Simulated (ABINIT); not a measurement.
The system is GaP.

```
CELL_PARAMETERS angstrom
0.00000 2.72525 2.72525
2.72525 0.00000 2.72525
2.72525 2.72525 0.00000
ATOMIC_POSITIONS crystal
Ga 0.00000 0.00000 0.00000
P 0.75000 0.75000 0.75000
```

Base run:

| Quantity | Value |
| --- | --- |
| Program | ABINIT 10.8.3 (patched build) |
| Functional | PBE0 |
| Potentials or basis | SPMS NC PBE v1.0 |
| Cutoff | 816 eV |
| k mesh | 6 × 6 × 6 |
| Occupations | fixed |
| Spin | no spin polarisation |

Its results: band gap on the k mesh 2.99 eV, indirect (least direct gap 3.29 eV).

Problem. The run is repeated on the same cell with these changes: functional from PBE0 to PBE. What comes out?

Solution. Band gap on the k mesh 1.65 eV, indirect (least direct gap 1.82 eV).

PBE0 gives the wider gap, since exact exchange removes part of the self-interaction.

A k mesh can miss the band edges.
